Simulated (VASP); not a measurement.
## Rh: relaxation of cell and atoms with r2SCAN+rVV10

Rh:

```
Rh
1.0
     0.00000    1.89705    1.89705
     1.89705    0.00000    1.89705
     1.89705    1.89705    0.00000
Rh
1
Direct
  0.00000 0.00000 0.00000
```

```yaml
Program: VASP 6.6.1
Task: relaxation of cell and atoms
Functional: r2SCAN
Dispersion: rVV10
Potentials_or_basis: VASP PAW PBE potentials, release 64 (Rh_pv)
Cutoff: 600 eV
k_mesh: 16 × 16 × 16
Occupations: methfessel-paxton, width 0.1 eV
Spin: no spin polarisation
Further_INCAR_settings: ALGO = Normal; EDIFF = 1e-07; IBRION = 2; EDIFFG = -0.005; NSW = 90; ISIF = 3
```

```json
{
 "Pressure after relaxing": "0.0 GPa",
 "Band gap on the k mesh": "none (metal or under the smearing width)"
}
```

Final structure:
```cif
data_structure
_symmetry_space_group_name_H-M 'P 1'
_symmetry_Int_Tables_number 1
_cell_length_a 2.6828
_cell_length_b 2.6828
_cell_length_c 2.6828
_cell_angle_alpha 60.000
_cell_angle_beta 60.000
_cell_angle_gamma 60.000
_cell_volume 13.65
loop_
_atom_site_label
_atom_site_type_symbol
_atom_site_fract_x
_atom_site_fract_y
_atom_site_fract_z
_atom_site_occupancy
Rh1 Rh 0.00000 0.00000 0.00000 1
```

Levels at points of the mesh, in eV from the Fermi level:
| k point | band 5 | band 6 | band 7 | band 8 | band 9 | band 10 |
| --- | --- | --- | --- | --- | --- | --- |
| (0.00, 0.00, 0.00) | -3.18 | -3.18 | -3.18 | -1.05 | -1.05 | 16.71 |
| (0.50, 0.00, 0.00) | -3.30 | -3.30 | 0.63 | 0.63 | 0.89 | 9.17 |
| (0.50, 0.50, 0.00) | -6.22 | 0.55 | 1.09 | 1.09 | 3.49 | 12.98 |

Wall time 84 s on 1 thread of Intel(R) Xeon(R) Platinum 8488C (Sapphire Rapids), on a shared host, peak memory 0.23 GiB.

Caveat: the relaxation stopped at its first step, so nothing moved; the PAW data sets were made with another functional, which shifts forces and pressure a little.
